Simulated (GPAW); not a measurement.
A calculation with GPAW 26.7.0 of CoO (cli, structure from a POSCAR):

The input POSCAR:

```
CoO
1.0
    1.6022198417      0.9250420569      2.5664708903
   -1.6022198417      0.9250420569      2.5664708903
    0.0000000000     -1.8500841138      2.5664708903
Co O
1 1
Direct
    0.9989783200      0.9989783200      0.9989783200
    0.7510210300      0.7510210300      0.7510210300
```

Potentials or basis: GPAW PAW data sets (gpaw-data 1.2.1), pw.

Command:

```bash
$ OMP_NUM_THREADS=1 gpaw run POSCAR -p 'mode=PW(800),xc=PBE,kpts={size:(10,10,10),gamma:True},occupations={name:fermi-dirac,width:0.05},nbands=17,convergence={density:1e-05,energy:1e-05},maxiter=150,txt=gpaw.txt' --properties efsMm -w gs.gpw --modify 'atoms.set_initial_magnetic_moments([2.0, 0.0])'
```

Measurements of this composition are mostly on another form, of space group No. 225.

Q: Write the same calculation in another form: ASE script, structure typed inline.

A: As run:

Contents of run.py:

```python
from ase import Atoms
from ase.dft.bandgap import bandgap
from ase.io import write
from ase.units import Bohr, GPa
from gpaw import GPAW, PW
from gpaw.elf import elf_from_dft_calculation

atoms = Atoms(['Co', 'O'],
              cell=[[1.6022198417, 0.9250420569, 2.5664708903],
                    [-1.6022198417, 0.9250420569, 2.5664708903],
                    [0.0, -1.8500841138, 2.5664708903]],
              scaled_positions=[[0.99897832, 0.99897832, 0.99897832],
                                [0.75102103, 0.75102103, 0.75102103]],
              pbc=True)
atoms.set_initial_magnetic_moments([2.0, 0.0])

calc = GPAW(mode=PW(800),
            xc='PBE',
            kpts={'size': (10, 10, 10), 'gamma': True},
            occupations={'name': 'fermi-dirac', 'width': 0.05},
            nbands=17,
            convergence={'density': 1e-05, 'energy': 1e-05},
            maxiter=150,
            txt='gpaw.txt')
atoms.calc = calc
energy = atoms.get_potential_energy()
forces = atoms.get_forces()
stress = atoms.get_stress()
calc.write('gs.gpw')
write('result.traj', atoms)
print(f'Energy: {energy:.6f} eV')
print('Forces (eV/A):')
print(forces.round(4))
print('Stress (GPa):', (stress / GPa).round(3))
print('Moments:', calc.get_magnetic_moments().round(3))
print('Fermi level:', round(calc.get_fermi_level(), 4), 'eV')
print(f'Gap: {bandgap(calc)[0]:.4f} eV, direct: {bandgap(calc, direct=True)[0]:.4f} eV')

# fields on the real-space grid
write('density.cube', atoms, data=calc.get_pseudo_density() * Bohr**3)
write('potential.cube', atoms, data=calc.get_electrostatic_potential())
write('spin.cube', atoms, data=(calc.get_pseudo_density(spin=0) - calc.get_pseudo_density(spin=1)) * Bohr**3)
write('elf.cube', atoms, data=elf_from_dft_calculation(calc).data)
```

Potentials or basis: GPAW PAW data sets (gpaw-data 1.2.1), pw.

Launch:

```bash
$ OMP_NUM_THREADS=1 python run.py
```

Both were run:

|  | cli, structure from a POSCAR | ASE script, structure typed inline |
| --- | --- | --- |
| Pressure | 0.8 GPa | 0.8 GPa |
| Largest force | 0.291 eV/Å | 0.291 eV/Å |
| Band gap on the k mesh | none (metal or under the smearing width) | none (metal or under the smearing width) |
| Net moment | 2.75 μB per cell | 2.75 μB per cell |
| Site moments | Co +2.32; O +0.23 μB | Co +2.32; O +0.23 μB |

Keys that steer only the numerical path or the files written may differ.

Caveat: a cell with one magnetic atom can't hold antiferromagnetic order, which such compounds often take; semilocal functionals often make such compounds metallic where correlation or magnetic order opens a gap, which also shifts bond lengths.
